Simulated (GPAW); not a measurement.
# TiB2 in GPAW: tuning use of symmetry

Crystal: TiB2.

```
Ti B
1.0
     3.02920    0.00000    0.00000
    -1.51460    2.62336    0.00000
     0.00000    0.00000    3.22840
Ti B
1 2
Direct
  0.00000 0.00000 0.00000
  0.66667 0.33333 0.50000
  0.33333 0.66667 0.50000
```

| Quantity | Value |
| --- | --- |
| Program | GPAW 26.7.0 |
| Task | tuning run |
| Functional | LDA |
| Potentials or basis | the program's PAW data sets (release 1.2.1) made for this functional |
| Cutoff | 800 eV |
| Basis | pw |
| k mesh | 8 × 8 × 6 |
| Occupations | fermi-dirac, width 0.05 eV |
| Spin | no spin polarisation |

These are the settings of the first run; the series varies use of symmetry, with any setting tied to it.

Hardware: 1 thread of Arm Neoverse N1.

```csv
use of symmetry,energy less the last converged row (meV/atom),SCF cycles,wall time (s),peak memory (GiB)
default,0.00,10,28,0.16
off,0.00,10,240,0.41
point_group=False,0.00,10,120,0.27
symmorphic=False,0.00,10,28,0.16
time_reversal=False,0.00,10,28,0.16
```

Fastest here: default (28 s), level within noise with symmorphic=False, time_reversal=False; slowest of those that converged: off (240 s). These are single runs, one after another on one machine, so differences under about a fifth mean little.
